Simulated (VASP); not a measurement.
Here is a VASP 6.6.1 calculation.

INCAR

```
SYSTEM = C
PREC     = Accurate       ! precision mode
ENCUT    = 520            ! plane-wave cutoff, eV
EDIFF    = 1E-6           ! SCF threshold, eV
ISMEAR   = 0              ! smearing method
SIGMA    = 0.05           ! smearing width, eV
LREAL    = .False.        ! projectors in reciprocal space
LASPH    = .True.         ! aspherical terms in the spheres
NELM     = 100            ! most SCF steps
ALGO     = Normal         ! electronic algorithm
ISIF     = 2              ! what is computed and relaxed
LWAVE    = .False.        ! write WAVECAR
LCHARG   = .False.        ! write CHGCAR
GGA      = CA             ! functional
NBANDS   = 11             ! bands
```

KPOINTS

```
Automatic mesh
0
Gamma
  14 14 14
  0 0 0
```

Contents of POSCAR:

```
C
1.0
    0.0000000000      2.1561406074      3.2581139650
    1.2448240084      0.0000000000      3.2581139650
    1.2448240084      2.1561406074      0.0000000000
C
2
Direct
    0.1666700000      0.8333300000      0.1666700000
    0.8333300000      0.1666700000      0.8333300000
```

Potentials or basis: VASP PAW LDA potentials, release 64 (C).

The run is started by

```console
$ cat potpaw_LDA.64/C/POTCAR > POTCAR
$ mpirun -np 1 vasp_std > vasp.out
```

(1) Predict the pressure.

(2) Estimate the band gap on the k mesh.

Results:

(1) -13.8 GPa.

(2) 0.14 eV, indirect (least direct gap 0.19 eV).
